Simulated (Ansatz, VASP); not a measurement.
Given: the input of a run of VASP 6.6.1 on Ga.

File INCAR:

```
ALGO = Normal
EDIFF = 1E-7
ENCUT = 520
GGA = PE
ISIF = 2
ISMEAR = -1
LASPH = T
LCHARG = F
LREAL = F
LWAVE = F
NBANDS = 20
NELM = 60
PREC = Accurate
SIGMA = 0.05
```

KPOINTS

```
k-points
0
Gamma
  10 8 7
```

File POSCAR:

```
Ga
1.0
    2.8149844631      0.0000000000      0.0000000000
    0.0000000000      3.3247928052      0.0000000000
   -1.3611098509      0.0000000000      4.0427827924
Ga
2
Direct
    0.1345962700      0.7500000000      0.7701668300
    0.8654037300      0.2500000000      0.2298331700
```

Potentials or basis: VASP PAW PBE potentials, release 64 (Ga_d).

Command:

```bash
$ cat potpaw_PBE.64/Ga_d/POTCAR > POTCAR
$ mpirun -np 1 vasp_std > vasp.out
```

Task: Translate it to Ansatz 0.2.0. Potentials there: Ansatz PAW.

Result: As run (the cutoff follows the program's own potentials):

Contents of input.yaml:

```yaml
crystal:
  lattice:
    - [2.8149844631, 0.0, 0.0]
    - [0.0, 3.3247928052, 0.0]
    - [-1.3611098509, 0.0, 4.0427827924]
  atoms:
    - { symbol: Ga, position: [0.13459627, 0.75, 0.77016683] }
    - { symbol: Ga, position: [0.86540373, 0.25, 0.22983317] }
hamiltonian:
  xc: pbe
  pseudopotentials: { kind: paw }
kpoints:
  mp_grid: { grid: [10, 8, 7] }
scf:
  occupations: { method: fermi_dirac, width: 0.05 }
output:
  forces: true
  stress: true
  eigenvalues: true
```

Potentials or basis: Ansatz PAW.

Command:

```sh
$ ansatz run input.yaml --threads 2 --pin off --max-ram 5120MiB --backend cpu --events-out ev --progress --plain --runs-dir out
```

Both were run:

|  | VASP | Ansatz | Ansatz less VASP |
| --- | --- | --- | --- |
| gap on the k mesh at the Fermi level (eV) | none | none | - |
| pressure (GPa) | 0.9 | 0.8 | -0.11 |
| largest component of the traceless stress (GPa) | 1.28 | 1.26 | -0.019 |
| rms of the force components (eV/Å) | 0.041 | 0.040 | -0.0004 |

Atom by atom the forces differ by 0.000 eV/Å (rms over components). A gap of «none» marks a metal or a gap that the smearing closes.
